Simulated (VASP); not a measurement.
# TiO2: relaxation of cell and atoms with vdW-DF-cx

Crystal: TiO2.

```xyz
6
Lattice="4.5998 0.0000 0.0000 0.0000 4.5998 0.0000 0.0000 0.0000 2.9592" Properties=species:S:1:pos:R:3 pbc="T T T"
Ti    0.0000    0.0000    1.4796
Ti    2.2999    2.2999    0.0000
O     1.3998    1.3998    1.4796
O     0.9001    3.6997    0.0000
O     3.6997    0.9001    0.0000
O     3.2000    3.2000    1.4796
```

The cell is a database's computed one.

```yaml
Program: VASP 6.6.1
Task: relaxation of cell and atoms
Functional: vdW-DF-cx
Potentials_or_basis: VASP PAW PBE potentials, release 64 (Ti_sv, O)
Cutoff: 600 eV
k_mesh: 6 × 6 × 9
Occupations: fermi-dirac, width 0.05 eV
Spin: no spin polarisation
Further_INCAR_settings: ALGO = Fast; EDIFF = 1e-07; IBRION = 2; EDIFFG = -0.01; NSW = 40; ISIF = 3
```

```
Relaxed volume                         : 10.41 Å³/atom
Relaxed cell                           : a = 4.599 Å, b = 4.599 Å, c = 2.952 Å, α = 90.00°, β = 90.00°, γ = 90.00°
Space group after relaxing (to 0.05 Å) : P4_2/mnm (No. 136)
Energy gained by relaxing              : 0.1 meV/atom
Ionic steps                            : 4
Pressure after relaxing                : 0.0 GPa
Band gap on the k mesh                 : 1.82 eV, direct
```

Step by step:
```
step  energy change (eV)  largest force (eV/Å)  pressure (GPa)  volume (Å³)
   1              0.0000                0.0152           -0.64        62.61
   2              0.0000                0.0319            0.89        62.23
   3             -0.0005                0.0233            0.12        62.43
   4             -0.0006                0.0001            0.01        62.45
```

Final structure:
```
CELL_PARAMETERS angstrom
4.59931 0.00000 0.00000
0.00000 4.59931 0.00000
0.00000 0.00000 2.95208
ATOMIC_POSITIONS crystal
Ti 0.00000 0.00000 0.50000
Ti 0.50000 0.50000 0.00000
O 0.30410 0.30410 0.50000
O 0.19590 0.80410 0.00000
O 0.80410 0.19590 0.00000
O 0.69590 0.69590 0.50000
```

Levels at points of the mesh, in eV from the valence-band top:
| k point | band 22 | band 23 | band 24 | band 25 | band 26 | band 27 |
| --- | --- | --- | --- | --- | --- | --- |
| (0.00, 0.00, 0.00) | -0.46 | -0.46 | 0.00 | 1.82 | 2.11 | 2.37 |
| (0.50, 0.00, 0.00) | -1.64 | -0.75 | -0.75 | 2.50 | 2.50 | 3.00 |
| (0.50, 0.50, 0.00) | -1.30 | -1.09 | -1.09 | 1.86 | 1.86 | 2.49 |

It took 9 min on 1 thread of Intel(R) Xeon(R) Platinum 8559C (Emerald Rapids), on a shared host, peak memory 0.48 GiB.

Caveat: the PAW data sets were made with another functional, which shifts forces and pressure a little; an odd mesh through Γ misses points on the zone boundary, where band edges often lie.
